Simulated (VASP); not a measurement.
# TlCl (Pm-3m) in VASP: single point with PBE

Aim: the single point of TlCl with PBE.

Everything below comes from runs of VASP 6.6.1. Logs are shortened: lines on timing, memory, paths and dates and some standing lists are left out, and cuts for length are marked.

## 1. Starting point

It takes space group Pm-3m (No. 221, cubic). Conventional cell: a = 3.834 Å, b = 3.834 Å, c = 3.834 Å, α = 90.00°, β = 90.00°, γ = 90.00°. Around Tl (site symmetry m-3m) lie 8 Cl at 3.32 Å. Cl (site symmetry m-3m) is surrounded by 8 Tl at 3.32 Å.

## 2. Single point, PBE

Contents of INCAR:

```
SYSTEM = TlCl
PREC     = Accurate       ! precision mode
ENCUT    = 520            ! plane-wave cutoff, eV
EDIFF    = 1E-7           ! SCF threshold, eV
ISMEAR   = 0              ! smearing method
SIGMA    = 0.01           ! smearing width, eV
LREAL    = .FALSE.        ! projectors in reciprocal space
LASPH    = .TRUE.         ! aspherical terms in the spheres
NELM     = 100            ! most SCF steps
ALGO     = Normal         ! electronic algorithm
ISIF     = 2              ! what is computed and relaxed
LWAVE    = .FALSE.        ! write WAVECAR
LCHARG   = .FALSE.        ! write CHGCAR
GGA      = PE             ! functional
NBANDS   = 17             ! bands
```

Contents of KPOINTS:

```
regular mesh
0
G
  4 4 4
  0 0 0
```

Contents of POSCAR:

```
TlCl
1.0
    3.8340000000      0.0000000000      0.0000000000
    0.0000000000      3.8340000000      0.0000000000
    0.0000000000      0.0000000000      3.8340000000
Tl Cl
1 1
Direct
    0.0000000000      0.0000000000      0.0000000000
    0.5000000000      0.5000000000      0.5000000000
```

Potentials or basis: VASP PAW PBE potentials, release 64 (Tl_d, Cl).

Launch:

```
$ cat potpaw_PBE.64/Tl_d/POTCAR potpaw_PBE.64/Cl/POTCAR > POTCAR
$ mpirun -np 1 vasp_std > vasp.out
```

OUTCAR:

```text
SYSTEM = TlCl
   PREC = Accurate
   ENCUT = 520
   EDIFF = 1E-7
   ISMEAR = 0
   LREAL = .FALSE.
   LASPH = .TRUE.
   NELM = 100
   ISIF = 2
   GGA = PE

 ion  position               nearest neighbor table
   1  0.000  0.000  0.000-   2 3.32   2 3.32   2 3.32   2 3.32   2 3.32   2 3.32   2 3.32   2 3.32

   2  0.500  0.500  0.500-   1 3.32   1 3.32   1 3.32   1 3.32   1 3.32   1 3.32   1 3.32   1 3.32

  LATTYP: Found a simple cubic cell.
 ALAT       =     3.8340000000

  Lattice vectors:

 A1 = (   3.8340000000,   0.0000000000,   0.0000000000)
 A2 = (   0.0000000000,   3.8340000000,   0.0000000000)
 A3 = (   0.0000000000,   0.0000000000,   3.8340000000)

Analysis of symmetry for initial positions (statically):
=====================================================================
 Subroutine PRICEL returns:
 Original cell was already a primitive cell.

 Routine SETGRP: Setting up the symmetry group for a
 simple cubic supercell.

 Subroutine GETGRP returns: Found 48 space group operations
 (whereof 48 operations were pure point group operations)
 out of a pool of 48 trial point group operations.

The static configuration has the point symmetry O_h .

Analysis of symmetry for dynamics (positions and initial velocities):
=====================================================================
 Subroutine PRICEL returns:
 Original cell was already a primitive cell.

 Routine SETGRP: Setting up the symmetry group for a
 simple cubic supercell.

 Subroutine GETGRP returns: Found 48 space group operations
 (whereof 48 operations were pure point group operations)
 out of a pool of 48 trial point group operations.

The dynamic configuration has the point symmetry O_h .

 Subroutine INISYM returns: Found 48 space group operations
 (whereof 48 operations are pure point group operations),
 and found     1 'primitive' translations

----------------------------------------------------------------------------------------

                                     Primitive cell

  volume of cell :      56.3581

  direct lattice vectors                    reciprocal lattice vectors
     3.834000000  0.000000000  0.000000000     0.260824204  0.000000000  0.000000000
     0.000000000  3.834000000  0.000000000     0.000000000  0.260824204  0.000000000
     0.000000000  0.000000000  3.834000000     0.000000000  0.000000000  0.260824204

  length of vectors
     3.834000000  3.834000000  3.834000000     0.260824204  0.260824204  0.260824204

  position of ions in fractional coordinates (direct lattice)
     0.000000000  0.000000000  0.000000000
     0.500000000  0.500000000  0.500000000

  ion indices of the primitive-cell ions
   primitive index   ion index
                 1           1
                 2           2

----------------------------------------------------------------------------------------

 KPOINTS: regular mesh

Automatic generation of k-mesh.
 Grid dimensions read from file:
 generate k-points for:    4    4    4

 Generating k-lattice:

  Cartesian coordinates                     Fractional coordinates (reciprocal lattice)
     0.065206051  0.000000000  0.000000000     0.250000000  0.000000000  0.000000000
     0.000000000  0.065206051  0.000000000     0.000000000  0.250000000  0.000000000
     0.000000000  0.000000000  0.065206051     0.000000000  0.000000000  0.250000000

  Length of vectors
     0.065206051  0.065206051  0.065206051

  Shift w.r.t. Gamma in fractional coordinates (k-lattice)
     0.000000000  0.000000000  0.000000000

 Subroutine IBZKPT returns following result:
 ===========================================

 Found     10 irreducible k-points:

 Following reciprocal coordinates:
            Coordinates               Weight
  0.000000  0.000000  0.000000      1.000000
  0.250000  0.000000  0.000000      6.000000
  0.500000  0.000000  0.000000      3.000000
  0.250000  0.250000  0.000000     12.000000
  0.500000  0.250000  0.000000     12.000000
  0.500000  0.500000  0.000000      3.000000
  0.250000  0.250000  0.250000      8.000000
  0.500000  0.250000  0.250000     12.000000
  0.500000  0.500000  0.250000      6.000000
  0.500000  0.500000  0.500000      1.000000
   k-points           NKPTS =     10   k-points in BZ     NKDIM =     10   number of bands    NBANDS=     17
   number of dos      NEDOS =    301   number of ions     NIONS =      2
   total plane-waves  NPLWV =  27000
   dimension x,y,z NGX =    30 NGY =   30 NGZ =   30
   dimension x,y,z NGXF=    60 NGYF=   60 NGZF=   60
   ions per type =               1   1
   NGX,Y,Z   is equivalent  to a cutoff of  13.01, 13.01, 13.01 a.u.
   NGXF,Y,Z  is equivalent  to a cutoff of  26.02, 26.02, 26.02 a.u.
 SYSTEM =  TlCl
   PREC   = accura    normal or accurate (medium, high low for compatibility)
   ISTART =      0    job   : 0-new  1-cont  2-samecut
   ICHARG =      2    charge: 1-file 2-atom 10-const
   ISPIN  =      1    spin polarized calculation?
   LNONCOLLINEAR =      F non collinear calculations
   LSORBIT =      F    spin-orbit coupling
   LASPH  =      T    aspherical Exc in radial PAW
   ENCUT  =  520.0 eV  38.22 Ry    6.18 a.u.   7.13  7.13  7.13*2*pi/ulx,y,z
   NELM   =    100;   NELMIN=  2; NELMDL= -5     # of ELM steps
   EDIFF  = 0.1E-06   stopping-criterion for ELM
   LREAL  =      F    real-space projection
   EDIFFG = 0.1E-05   stopping-criterion for IOM
   NSW    =      0    number of steps for IOM
   IBRION =     -1    ionic relax: 0-MD 1-quasi-New 2-CG
   NFREE  =      0    steps in history (QN), initial steepest desc. (CG)
   ISIF   =      2    stress and relaxation
   ISYM   =      2    0-nonsym 1-usesym 2-fastsym
   POTIM  = 0.5000    time-step for ionic-motion
   TEBEG  =    0.0;   TEEND  =   0.0 temperature during run
   PSTRESS=    0.0 pullay stress
   NELECT =      20.0000    total number of electrons
   NUPDOWN=      -1.0000    fix difference up-down
   EMIN   =  10.00;   EMAX   =-10.00  energy-range for DOS
   EFERMI =   0.00;   METHOD = LEGACY
   ISMEAR =     0;   SIGMA  =   0.01  broadening in eV -4-tet -1-fermi 0-gaus
   EFERMI_NEDOS =   21; number of points for ismear=-14 and -15
   IALGO  =     38    algorithm
   IMIX   =      4    mixing-type and parameters
     AMIX     =   0.40;   BMIX     =  1.00
     AMIX_MAG =   1.60;   BMIX_MAG =  1.00
  volume/ion in A,a.u.               =      28.18       190.16
  Fermi-wavevector in a.u.,A,eV,Ry     =   1.159043  2.190273 18.277790  1.343380
  Thomas-Fermi vector in A             =   2.295639
   LORBIT       =      0    0 simple, 1 ext, 2 COOP (PROOUT), +10 PAW based schemes
   GGA     = PE    functional components
   LHFCALC =     F    Hartree Fock is set to
   AEXX    =    0.0000 exact exchange contribution
   IVDW    =     0    specifies the selected vdW correction
   LEPSILON=     F    determine dielectric tensor
   LRPA    =     F    only Hartree local field effects (RPA)
 non-spin polarized calculation
 Gauss-broadening in eV      SIGMA  =   0.01
  energy-cutoff  :      520.00
  volume of cell :       56.36
 maximum number of plane-waves:      1568
 NGX is ok and might be reduce to    30
   NGX = 15   NGY = 15   NGZ = 15

 number of electron      20.0000005 magnetization

 Free energy of the ion-electron system (eV)
  ---------------------------------------------------
  ext. energy  EPLUGINS =         0.00000000
  ---------------------------------------------------
  free energy    TOTEN  =        -5.99742591 eV

  energy without entropy =       -5.99742591  energy(sigma->0) =       -5.99742591

 E-fermi :   2.7973     XC(G=0):  -9.1362

 val. band max:        2.7234882897   @ k =   0.5000   0.0000   0.0000
 cond. band min:       4.8010753484   @ k =   0.5000   0.0000   0.0000
 fundamental gap:      2.0775870586
 Fermi energy:         2.7973143925

 k-point     1 :       0.0000    0.0000    0.0000
  band No.  band energies     occupation
      1     -11.0540      2.00000
      2      -7.2218      2.00000
      3      -7.2218      2.00000
      4      -6.9766      2.00000
      5      -6.9766      2.00000
      6      -6.9766      2.00000
[... 9 lines left out ...]
     16      15.2436      0.00000
     17      16.9279      0.00000

 k-point     2 :       0.2500    0.0000    0.0000
  band No.  band energies     occupation
      1     -10.9322      2.00000
      2      -7.2147      2.00000
      3      -7.1351      2.00000
      4      -7.0174      2.00000
      5      -7.0174      2.00000
      6      -6.9729      2.00000
[... 9 lines left out ...]
     16      15.9334      0.00000
     17      16.8838      0.00000

 k-point     3 :       0.5000    0.0000    0.0000
  band No.  band energies     occupation
      1     -10.8020      2.00000
      2      -7.2074      2.00000
      3      -7.0574      2.00000
      4      -7.0574      2.00000
      5      -7.0544      2.00000
      6      -6.9691      2.00000
[... 9 lines left out ...]
     16      16.6295      0.00000
     17      16.8760      0.00000

 k-point     4 :       0.2500    0.2500    0.0000
  band No.  band energies     occupation
      1     -10.8425      2.00000
      2      -7.1711      2.00000
      3      -7.0763      2.00000
      4      -7.0274      2.00000
      5      -7.0139      2.00000
      6      -7.0060      2.00000
[... 9 lines left out ...]
     16      14.6424      0.00000
     17      15.0121      0.00000

 k-point     5 :       0.5000    0.2500    0.0000
  band No.  band energies     occupation
      1     -10.7492      2.00000
      2      -7.1543      2.00000
      3      -7.0464      2.00000
      4      -7.0322      2.00000
      5      -7.0025      2.00000
      6      -6.9936      2.00000
[... 9 lines left out ...]
     16      15.1273      0.00000
     17      15.8636      0.00000

 k-point     6 :       0.5000    0.5000    0.0000
  band No.  band energies     occupation
      1     -10.6957      2.00000
      2      -7.1255      2.00000
      3      -7.0353      2.00000
      4      -7.0353      2.00000
      5      -7.0003      2.00000
      6      -6.9108      2.00000
[... 9 lines left out ...]
     16      14.1602      0.00000
     17      14.3112      0.00000

 k-point     7 :       0.2500    0.2500    0.2500
  band No.  band energies     occupation
      1     -10.7612      2.00000
      2      -7.0749      2.00000
      3      -7.0749      2.00000
      4      -7.0524      2.00000
      5      -7.0524      2.00000
      6      -6.9987      2.00000
[... 9 lines left out ...]
     16      14.8640      0.00000
     17      17.4242      0.00000

 k-point     8 :       0.5000    0.2500    0.2500
  band No.  band energies     occupation
      1     -10.6768      2.00000
      2      -7.1069      2.00000
      3      -7.0640      2.00000
      4      -7.0521      2.00000
      5      -7.0183      2.00000
      6      -6.9708      2.00000
[... 9 lines left out ...]
     16      14.5086      0.00000
     17      18.2419      0.00000

 k-point     9 :       0.5000    0.5000    0.2500
  band No.  band energies     occupation
      1     -10.6016      2.00000
      2      -7.0981      2.00000
      3      -7.0981      2.00000
      4      -7.0755      2.00000
      5      -7.0161      2.00000
      6      -6.9088      2.00000
[... 9 lines left out ...]
     16      14.9026      0.00000
     17      18.7418      0.00000

 k-point    10 :       0.5000    0.5000    0.5000
  band No.  band energies     occupation
      1     -10.5011      2.00000
      2      -7.1584      2.00000
      3      -7.1584      2.00000
      4      -7.1584      2.00000
      5      -6.9068      2.00000
      6      -6.9068      2.00000
[... 9 lines left out ...]
     16      15.5736      0.00000
     17      19.7552      0.00000

------------------------ aborting loop because EDIFF is reached ----------------------------------------

  FORCE on cell =-STRESS in cart. coord.  units (eV):
  Direction    XX          YY          ZZ          XY          YZ          ZX
  --------------------------------------------------------------------------------------
  -------------------------------------------------------------------------------------
  Total        0.4562096      0.4562096      0.4562096      0.0000000      0.0000000     -0.0000000
  in kB       12.9693640     12.9693640     12.9693640      0.0000000      0.0000000     -0.0000000
  external PRESSURE =      12.9693640 kB  Pullay stress =       0.0000000 kB

 VOLUME and BASIS-vectors are now :
 -----------------------------------------------------------------------------
  energy-cutoff  :      520.00
  volume of cell :       56.36
      direct lattice vectors                 reciprocal lattice vectors
     3.834000000  0.000000000  0.000000000     0.260824204  0.000000000  0.000000000
     0.000000000  3.834000000  0.000000000     0.000000000  0.260824204  0.000000000
     0.000000000  0.000000000  3.834000000     0.000000000  0.000000000  0.260824204

 POSITION                                       TOTAL-FORCE (eV/Angst)
 -----------------------------------------------------------------------------------
      0.00000      0.00000      0.00000         0.000000      0.000000      0.000000
      1.91700      1.91700      1.91700         0.000000      0.000000      0.000000
 -----------------------------------------------------------------------------------
    total drift:                                0.000000     -0.000000     -0.000000

  FREE ENERGIE OF THE ION-ELECTRON SYSTEM (eV)
  ---------------------------------------------------
  free  energy   TOTEN  =        -5.9974259090 eV

  energy  without entropy=       -5.9974259090  energy(sigma->0) =       -5.99742591
```

Run time: 5.7 s. Hardware: 1 thread of Intel Xeon 6975P-C (Granite Rapids), shared host; peak memory 0.16 GiB.

Results:

```yaml
Free_energy: -5.9974 eV
Pressure: 1.3 GPa
Band_gap_on_the_k_mesh: 2.08 eV, direct
```

Caveat: spin-orbit coupling is left out, which as a rule narrows the gap of such compounds by several tenths of an eV.
